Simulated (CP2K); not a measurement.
Crystal: CuAu.

```
CELL_PARAMETERS angstrom
4.57073 0.00000 0.00000
3.65953 2.73850 0.00000
3.65953 1.21766 2.45289
ATOMIC_POSITIONS crystal
Au 0.00000 0.00000 0.00000
Cu 0.50000 0.50000 0.50000
```

The cell comes from a database or a generator and needn't be the stable form of this composition.

Base run:

| Quantity | Value |
| --- | --- |
| Program | CP2K 2026.2 |
| Functional | PBE |
| Potentials or basis | POTENTIAL_UZH Au GTH-PBE-q11, Cu GTH-PBE-q11; ccGRB-D basis |
| Density cutoff | 6803 eV |
| k mesh | 11 × 11 × 11 |
| Occupations | fermi-dirac, width 0.05 eV |
| Spin | no spin polarisation |

Its results: band gap on the k mesh none (metal or under the smearing width); pressure 7.1 GPa.

Problem. The run is repeated on the same cell with these changes: potentials or basis from POTENTIAL_UZH Au GTH-PBE-q11, Cu GTH-PBE-q11; ccGRB-D basis to POTENTIAL_UZH Au GTH-PBE-q11, Cu GTH-PBE-q11; TZVP-MOLOPT-PBE-GTH basis; basis sets from Au ccGRB-D-q11, Cu ccGRB-D-q11 to Au TZVP-MOLOPT-PBE-GTH-q11, Cu TZVP-MOLOPT-PBE-GTH-q11. What comes out?

Solution. Band gap on the k mesh none (metal or under the smearing width); pressure 2.8 GPa.

Caveats: the basis of atomic orbitals isn't converged, which shifts pressures, moduli and gaps.
